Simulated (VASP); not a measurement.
Input of a VASP 6.6.1 run:

File INCAR:

```
PREC = Accurate
ENCUT = 520
EDIFF = 1E-7
ISMEAR = -1
SIGMA = 0.05
LREAL = F
LASPH = T
NELM = 150
ALGO = Fast
ISIF = 2
LWAVE = F
LCHARG = F
ISPIN = 2
MAGMOM = 0 3
LORBIT = 11
LMAXMIX = 4
GGA = PE
NBANDS = 16
```

The input KPOINTS:

```
regular mesh
0
Gamma
  12 12 12
```

Contents of POSCAR:

```
AlFe
1.0
    2.9100000000      0.0000000000      0.0000000000
    0.0000000000      2.9100000000      0.0000000000
    0.0000000000      0.0000000000      2.9100000000
Al Fe
1 1
Direct
    0.0000000000      0.0000000000      0.0000000000
    0.5000000000      0.5000000000      0.5000000000
```

Potentials or basis: VASP PAW PBE potentials, release 64 (Al, Fe).

Command:

```sh
$ cat potpaw_PBE.64/Al/POTCAR potpaw_PBE.64/Fe/POTCAR > POTCAR
$ mpirun -np 1 vasp_std > vasp.out
```

(1) Predict the net moment.

(2) Estimate the site moments.

(3) Predict the pressure.

Results:

(1) 0.74 μB per cell.

(2) Al -0.03; Fe +0.78 μB.

(3) -5.9 GPa.
